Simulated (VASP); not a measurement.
# BaTiO3 (P4mm) in VASP: notebook

The runs below take BaTiO3 through single point, with PBE.

Everything below comes from runs of VASP 6.6.1. Logs are shortened: lines on timing, memory, paths and dates and some standing lists are left out, and cuts for length are marked.

## (1) The crystal as given

It takes space group P4mm (No. 99, tetragonal). The conventional cell has a = 4.000 Å, b = 4.000 Å, c = 4.018 Å, α = 90.00°, β = 90.00°, γ = 90.00°. Ba (site symmetry 4mm) has 12 O at 2.79 to 2.88 Å as nearest neighbours. Ti (site symmetry 4mm) is surrounded by 6 O at 1.89 to 2.13 Å. O (site symmetry 2mm) has 2 Ti at 2.00 Å as nearest neighbours. O (site symmetry 4mm) is surrounded by 2 Ti at 1.89 to 2.13 Å.

## (2) Single point, PBE

Input file INCAR:

```
SYSTEM = BaTiO3
PREC = Accurate ; ENCUT = 520
EDIFF = 1E-7 ; ISMEAR = 0
SIGMA = 0.05 ; LREAL = .False.
LASPH = .True. ; NELM = 100
ALGO = Normal ; ISIF = 2
LWAVE = .False. ; LCHARG = .False.
GGA = PE ; NBANDS = 28
ADDGRID = .False.
```

Input file KPOINTS:

```
regular mesh
0
Gamma
  3 3 3
  0 0 0
```

Input file POSCAR:

```
BaTiO3
1.0
    3.9998000000      0.0000000000      0.0000000000
    0.0000000000      3.9998000000      0.0000000000
    0.0000000000      0.0000000000      4.0180000000
Ba Ti O
1 1 3
Direct
    0.0000000000      0.0000000000      0.0000000000
    0.5000000000      0.5000000000      0.4900000000
    0.0000000000      0.5000000000      0.5170000000
    0.5000000000      0.0000000000      0.5170000000
    0.5000000000      0.5000000000      0.0190000000
```

Potentials or basis: VASP PAW PBE potentials, release 64 (Ba_sv, Ti_sv, O).

The run is started by

```sh
$ cat potpaw_PBE.64/Ba_sv/POTCAR potpaw_PBE.64/Ti_sv/POTCAR potpaw_PBE.64/O/POTCAR > POTCAR
$ mpirun -np 1 vasp_std > vasp.out
```

OUTCAR:

```text
SYSTEM = BaTiO3
   PREC = Accurate
   ENCUT = 520
   EDIFF = 1E-7
   ISMEAR = 0
   LREAL = .False.
   LASPH = .True.
   NELM = 100
   ISIF = 2
   GGA = PE

 Found      6 irreducible k-points:

 Following reciprocal coordinates:
            Coordinates               Weight
  0.000000  0.000000  0.000000      1.000000
  0.333333  0.000000  0.000000      4.000000
  0.333333  0.333333  0.000000      4.000000
  0.000000  0.000000  0.333333      2.000000
  0.333333  0.000000  0.333333      8.000000
  0.333333  0.333333  0.333333      8.000000
   k-points           NKPTS =      6   k-points in BZ     NKDIM =      6   number of bands    NBANDS=     28
   number of dos      NEDOS =    301   number of ions     NIONS =      5
   total plane-waves  NPLWV =  27000
   dimension x,y,z NGX =    30 NGY =   30 NGZ =   30
   dimension x,y,z NGXF=    60 NGYF=   60 NGZF=   60
   ions per type =               1   1   3
   NGX,Y,Z   is equivalent  to a cutoff of  12.47, 12.47, 12.41 a.u.
   NGXF,Y,Z  is equivalent  to a cutoff of  24.94, 24.94, 24.83 a.u.
 SYSTEM =  BaTiO3
   PREC   = accura    normal or accurate (medium, high low for compatibility)
   ISTART =      0    job   : 0-new  1-cont  2-samecut
   ICHARG =      2    charge: 1-file 2-atom 10-const
   ISPIN  =      1    spin polarized calculation?
   LNONCOLLINEAR =      F non collinear calculations
   LSORBIT =      F    spin-orbit coupling
   LASPH  =      T    aspherical Exc in radial PAW
   ENCUT  =  520.0 eV  38.22 Ry    6.18 a.u.   7.44  7.44  7.47*2*pi/ulx,y,z
   NELM   =    100;   NELMIN=  2; NELMDL= -5     # of ELM steps
   EDIFF  = 0.1E-06   stopping-criterion for ELM
   LREAL  =      F    real-space projection
   EDIFFG = 0.1E-05   stopping-criterion for IOM
   NSW    =      0    number of steps for IOM
   IBRION =     -1    ionic relax: 0-MD 1-quasi-New 2-CG
   NFREE  =      0    steps in history (QN), initial steepest desc. (CG)
   ISIF   =      2    stress and relaxation
   ISYM   =      2    0-nonsym 1-usesym 2-fastsym
   POTIM  = 0.5000    time-step for ionic-motion
   TEBEG  =    0.0;   TEEND  =   0.0 temperature during run
   PSTRESS=    0.0 pullay stress
   NELECT =      40.0000    total number of electrons
   NUPDOWN=      -1.0000    fix difference up-down
   EMIN   =  10.00;   EMAX   =-10.00  energy-range for DOS
   EFERMI =   0.00;   METHOD = LEGACY
   ISMEAR =     0;   SIGMA  =   0.05  broadening in eV -4-tet -1-fermi 0-gaus
   EFERMI_NEDOS =   21; number of points for ismear=-14 and -15
   IALGO  =     38    algorithm
   IMIX   =      4    mixing-type and parameters
     AMIX     =   0.40;   BMIX     =  1.00
     AMIX_MAG =   1.60;   BMIX_MAG =  1.00
  volume/ion in A,a.u.               =      12.86        86.76
  Fermi-wavevector in a.u.,A,eV,Ry     =   1.397653  2.641181 26.578078  1.953434
  Thomas-Fermi vector in A             =   2.520888
   LORBIT       =      0    0 simple, 1 ext, 2 COOP (PROOUT), +10 PAW based schemes
   GGA     = PE    functional components
   LHFCALC =     F    Hartree Fock is set to
   AEXX    =    0.0000 exact exchange contribution
   IVDW    =     0    specifies the selected vdW correction
   LEPSILON=     F    determine dielectric tensor
   LRPA    =     F    only Hartree local field effects (RPA)
 non-spin polarized calculation
 Gauss-broadening in eV      SIGMA  =   0.05
  energy-cutoff  :      520.00
  volume of cell :       64.28
 maximum number of plane-waves:      1743
 NGX is ok and might be reduce to    30
   NGX = 15   NGY = 15   NGZ = 15

 number of electron      39.9999977 magnetization

 Free energy of the ion-electron system (eV)
  ---------------------------------------------------
  ext. energy  EPLUGINS =         0.00000000
  ---------------------------------------------------
  free energy    TOTEN  =       -39.90986217 eV

  energy without entropy =      -39.90986217  energy(sigma->0) =      -39.90986217

 E-fermi :   3.8538     XC(G=0): -11.2422

 val. band max:        3.5688379079   @ k =   0.0000   0.0000   0.0000
 cond. band min:       5.5822558002   @ k =   0.0000   0.0000   0.0000
 fundamental gap:      2.0134178923
 Fermi energy:         3.8538419749

 k-point     1 :       0.0000    0.0000    0.0000
  band No.  band energies     occupation
      1     -52.8053      2.00000
      2     -29.0388      2.00000
      3     -29.0158      2.00000
      4     -29.0158      2.00000
      5     -21.0099      2.00000
      6     -13.0620      2.00000
[... 20 lines left out ...]
     27       8.8988      0.00000
     28      11.1498      0.00000

 k-point     2 :       0.3333    0.0000    0.0000
  band No.  band energies     occupation
      1     -52.8045      2.00000
      2     -29.0549      2.00000
      3     -29.0373      2.00000
      4     -29.0143      2.00000
      5     -20.9209      2.00000
      6     -13.2140      2.00000
[... 20 lines left out ...]
     27      10.6300      0.00000
     28      12.0999      0.00000

 k-point     3 :       0.3333    0.3333    0.0000
  band No.  band energies     occupation
      1     -52.8038      2.00000
      2     -29.0530      2.00000
      3     -29.0523      2.00000
      4     -29.0358      2.00000
      5     -20.8554      2.00000
      6     -12.9607      2.00000
[... 20 lines left out ...]
     27      12.2724      0.00000
     28      12.4271      0.00000

 k-point     4 :       0.0000    0.0000    0.3333
  band No.  band energies     occupation
      1     -52.8046      2.00000
      2     -29.0764      2.00000
      3     -29.0143      2.00000
      4     -29.0143      2.00000
      5     -20.9241      2.00000
      6     -13.1837      2.00000
[... 20 lines left out ...]
     27      10.6358      0.00000
     28      12.0917      0.00000

 k-point     5 :       0.3333    0.0000    0.3333
  band No.  band energies     occupation
      1     -52.8038      2.00000
      2     -29.0741      2.00000
      3     -29.0527      2.00000
      4     -29.0129      2.00000
      5     -20.8582      2.00000
      6     -12.9237      2.00000
[... 20 lines left out ...]
     27      12.2176      0.00000
     28      12.5016      0.00000

 k-point     6 :       0.3333    0.3333    0.3333
  band No.  band energies     occupation
      1     -52.8031      2.00000
      2     -29.0722      2.00000
      3     -29.0510      2.00000
      4     -29.0506      2.00000
      5     -20.8026      2.00000
      6     -12.5897      2.00000
[... 20 lines left out ...]
     27      11.6436      0.00000
     28      11.7591      0.00000

------------------------ aborting loop because EDIFF is reached ----------------------------------------

  FORCE on cell =-STRESS in cart. coord.  units (eV):
  Direction    XX          YY          ZZ          XY          YZ          ZX
  --------------------------------------------------------------------------------------
  -------------------------------------------------------------------------------------
  Total        1.6202438      1.6202438      2.0721523      0.0000000      0.0000000      0.0000000
  in kB       40.3835480     40.3835480     51.6470796      0.0000000      0.0000000      0.0000000
  external PRESSURE =      44.1380585 kB  Pullay stress =       0.0000000 kB

 VOLUME and BASIS-vectors are now :
 -----------------------------------------------------------------------------
  energy-cutoff  :      520.00
  volume of cell :       64.28
      direct lattice vectors                 reciprocal lattice vectors
     3.999800000  0.000000000  0.000000000     0.250012501  0.000000000  0.000000000
     0.000000000  3.999800000  0.000000000     0.000000000  0.250012501  0.000000000
     0.000000000  0.000000000  4.018000000     0.000000000  0.000000000  0.248880040

 POSITION                                       TOTAL-FORCE (eV/Angst)
 -----------------------------------------------------------------------------------
      0.00000      0.00000      0.00000        -0.000000     -0.000000      0.060729
      1.99990      1.99990      1.96882        -0.000000     -0.000000     -0.497526
      0.00000      1.99990      2.07731         0.000000     -0.000000      0.004768
      1.99990      0.00000      2.07731        -0.000000     -0.000000      0.004768
      1.99990      1.99990      0.07634        -0.000000      0.000000      0.427262
 -----------------------------------------------------------------------------------
    total drift:                                0.000000      0.000000      0.000155

  FREE ENERGIE OF THE ION-ELECTRON SYSTEM (eV)
  ---------------------------------------------------
  free  energy   TOTEN  =       -39.9098621691 eV

  energy  without entropy=      -39.9098621691  energy(sigma->0) =      -39.90986217
```

It took 16 s on 1 thread of Intel Xeon Platinum 8488C (Sapphire Rapids), shared host; peak memory 0.16 GiB.

The run converged, but some of its settings lie outside the range that counts as converged, so its numbers aren't taken as properties of the crystal.

Results:

| Property | Result |
| --- | --- |
| Free energy | -39.9099 eV |
| Pressure | 4.4 GPa |
| Largest force | 0.498 eV/Å |
| Band gap on the k mesh | 2.01 eV, direct |

Caveat: the k mesh is coarse (spacing up to 0.52 Å⁻¹), so the values aren't converged; spin-orbit coupling is left out, which moves the levels of the heavy elements; an odd mesh through Γ misses points on the zone boundary, where band edges often lie.

(Part 1 of 2 ends here.)
